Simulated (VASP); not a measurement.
A VASP 6.6.1 single-point calculation on Ge

INCAR

```
NELECT = 28.02
ISMEAR = -1
EDIFF = 1E-7
GGA = PE
ISIF = 2
LWAVE = .FALSE.
SIGMA = 0.02
LCHARG = .FALSE.
IBRION = -1
LASPH = .TRUE.
NSW = 0
PREC = Accurate
LREAL = .FALSE.
ENCUT = 520
NELM = 77
NBANDS = 21
```

KPOINTS

```
KPOINTS created by Atomic Simulation Environment
0
Gamma
8 8 8
0 0 0
```

POSCAR

```
Ge
 1.0000000000000000
     0.0000000000000000    2.8936109822999998    2.8936109822999998
     2.8936109822999998    0.0000000000000000    2.8936109822999998
     2.8936109822999998    2.8936109822999998    0.0000000000000000
 Ge
   2
Cartesian
  0.0000000000000000  0.0000000000000000  0.0000000000000000
  1.4468054911499999  1.4468054911499999  1.4468054911499999
```

The recommended PBE PAW datasets give the neutral cell 28 valence electrons.

Command

```
mpirun -np 1 vasp_std
```

OSZICAR

```
N       E                     dE             d eps       ncg     rms          rms(c)
DAV:   1     0.185062157158E+03    0.18506E+03   -0.14709E+04  1352   0.355E+03
DAV:   2     0.183070463521E+02   -0.16676E+03   -0.16150E+03  1228   0.604E+02
DAV:   3    -0.811509083350E+01   -0.26422E+02   -0.26282E+02  1393   0.142E+02
DAV:   4    -0.899584453858E+01   -0.88075E+00   -0.88014E+00  1358   0.303E+01
DAV:   5    -0.901107563181E+01   -0.15231E-01   -0.15231E-01  1388   0.441E+00    0.293E+00
DAV:   6    -0.896067715187E+01    0.50398E-01   -0.20281E-02  1389   0.142E+00    0.174E+00
DAV:   7    -0.893544893147E+01    0.25228E-01   -0.41469E-02  1307   0.193E+00    0.143E-01
DAV:   8    -0.893714782054E+01   -0.16989E-02   -0.59838E-03  1343   0.100E+00    0.403E-02
DAV:   9    -0.893727202002E+01   -0.12420E-03   -0.18536E-04  1397   0.194E-01    0.188E-02
DAV:  10    -0.893731342525E+01   -0.41405E-04   -0.92336E-05  1303   0.125E-01    0.546E-03
DAV:  11    -0.893731474224E+01   -0.13170E-05   -0.13924E-05  1604   0.662E-02    0.221E-03
DAV:  12    -0.893731488924E+01   -0.14699E-06   -0.58007E-07  1497   0.137E-02    0.415E-04
DAV:  13    -0.893731484208E+01    0.47154E-07   -0.63187E-08  1076   0.215E-03
   1 F= -.89373148E+01 E0= -.89371940E+01  d E =-.241611E-03
```

From OUTCAR

```
k-points           NKPTS =     29   k-points in BZ     NKDIM =     29   number of bands    NBANDS=     21

   NELECT =      28.0200    total number of electrons

   dimension x,y,z NGX =    30 NGY =   30 NGZ =   30
   dimension x,y,z NGXF=    60 NGYF=   60 NGZF=   60

  energy-cutoff  :      520.00
  volume of cell :       48.46
      direct lattice vectors                 reciprocal lattice vectors
     0.000000000  2.893610982  2.893610982    -0.172794478  0.172794478  0.172794478
     2.893610982  0.000000000  2.893610982     0.172794478 -0.172794478  0.172794478
     2.893610982  2.893610982  0.000000000     0.172794478  0.172794478 -0.172794478

 k-points in reciprocal lattice and weights: KPOINTS created by Atomic Simulation Env
   0.00000000  0.00000000  0.00000000       0.002
   0.12500000  0.00000000  0.00000000       0.016
   0.25000000  0.00000000  0.00000000       0.016
   0.37500000  0.00000000  0.00000000       0.016
   0.50000000  0.00000000  0.00000000       0.008
   0.12500000  0.12500000  0.00000000       0.012
   0.25000000  0.12500000  0.00000000       0.047
   0.37500000  0.12500000  0.00000000       0.047
   ...

 E-fermi :   4.4077

 k-point     1 :       0.0000    0.0000    0.0000
  band No.  band energies     occupation
      1     -20.3637      2.00000
      2     -20.3637      2.00000
      3     -20.3637      2.00000
      4     -20.3326      2.00000
      5     -20.3326      2.00000
      6     -20.1558      2.00000
      7     -20.1558      2.00000
      8     -20.1558      2.00000
      9     -20.1477      2.00000
     10     -20.1477      2.00000
     11      -7.9184      2.00000
     12       3.7885      2.00000
     13       4.3567      1.85479
     14       4.3567      1.85472
     15       4.3567      1.85472
     16       6.8738      0.00000
     17       6.8738      0.00000
     18       6.8738      0.00000
     19      10.6019      0.00000
     20      13.6521      0.00000
     21      13.6521      0.00000

 k-point     2 :       0.1250    0.0000    0.0000
  band No.  band energies     occupation
      1     -20.3703      2.00000
      2     -20.3703      2.00000
      3     -20.3615      2.00000
      4     -20.3233      2.00000
      5     -20.3233      2.00000
      6     -20.1670      2.00000
      7     -20.1670      2.00000
      8     -20.1583      2.00000
      9     -20.1380      2.00000
     10     -20.1380      2.00000
     11      -7.7402      2.00000
     12       1.8855      2.00000
     13       4.0507      2.00000
     14       4.0507      2.00000
     15       5.1057      0.00000
     16       7.2881      0.00000
     17       7.2881      0.00000
     18       7.6472      0.00000
     19      11.4832      0.00000
     20      12.8216      0.00000
     21      12.8216      0.00000

 ...

  Total       -0.0259980     -0.0259980     -0.0259980     -0.0000000      0.0000000      0.0000000
  in kB       -0.8596085     -0.8596085     -0.8596085     -0.0000000      0.0000000      0.0000000
  external PRESSURE =      -0.8596085 kB  Pullay stress =       0.0000000 kB

 POSITION                                       TOTAL-FORCE (eV/Angst)
 -----------------------------------------------------------------------------------
      0.00000      0.00000      0.00000         0.000000      0.000000      0.000000
      1.44681      1.44681      1.44681        -0.000000     -0.000000     -0.000000
 -----------------------------------------------------------------------------------
    total drift:                                0.000000      0.000000      0.000000

  FREE ENERGIE OF THE ION-ELECTRON SYSTEM (eV)
  ---------------------------------------------------
  free  energy   TOTEN  =        -8.9373148421 eV

  energy  without entropy=       -8.9370732307  energy(sigma->0) =       -8.93719404
```

It converged. Results: pressure -0.1 GPa.

The cell is charged and sits in a uniform background.

For comparison, a separate PBE run of the intended cell, on usual settings and not on those above, gives a gap of -0.01 eV on its mesh and a pressure of -0.8 GPa.

The run above took about 29 s on one core of a shared host (Intel Xeon Platinum 8488C) and held 0.17 GiB at most.
